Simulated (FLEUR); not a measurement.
Runs of FLEUR MaX-R8.1 (later development tree) on Sb. It takes space group Im-3m (No. 229, cubic). The conventional cell has a = 3.743 Å, b = 3.743 Å, c = 3.743 Å, α = 90.00°, β = 90.00°, γ = 90.00°. Sb (site symmetry m-3m) has 8 Sb at 3.24 Å as nearest neighbours. This isn't the form of Sb at room conditions, which is rhombohedral.

```csv
task,level,gmax,lmax,lnonsphr,max iterations,mixing factor,kmax,gap on the mesh (eV),V0 of scaled cells (Å³/atom),B0 (GPa)
equation of state,SCAN,12.7 1/bohr,Sb 10,Sb 10,-,-,4.1 1/bohr,-,(a),67
equation of state,LDA,12.7 1/bohr,Sb 10,Sb 10,-,-,4.1 1/bohr,-,25.73,70
single point,PBE,25 1/bohr,Sb 13,Sb 8,60,0.05,5 1/bohr,none,-,-
single point,PBE,12.7 1/bohr,Sb 10,Sb 10,60,0.05,4.1 1/bohr,none,-,-
single point,PBE,22.5 1/bohr,Sb 10,Sb 8,60,0.05,4.5 1/bohr,none,-,-
single point,PBE,20 1/bohr,Sb 7,Sb 5,60,0.05,4 1/bohr,none,-,-
```

Alike in all rows: potentials or basis all-electron, FLAPW; no spin polarisation; cell as given; k mesh 10 × 10 × 10; smearing fermi-dirac 0.05 eV.

Task: Estimate the missing entries.

Result: (a) 26.71.

Caveats: the meta-GGA is that of a development version, with a GGA for the radial functions and cores and without core tails (some runs).

A k mesh can miss the band edges, and the runs leave out spin-orbit coupling on Sb.

A gap of «none» marks a metal or a gap under the smearing width.
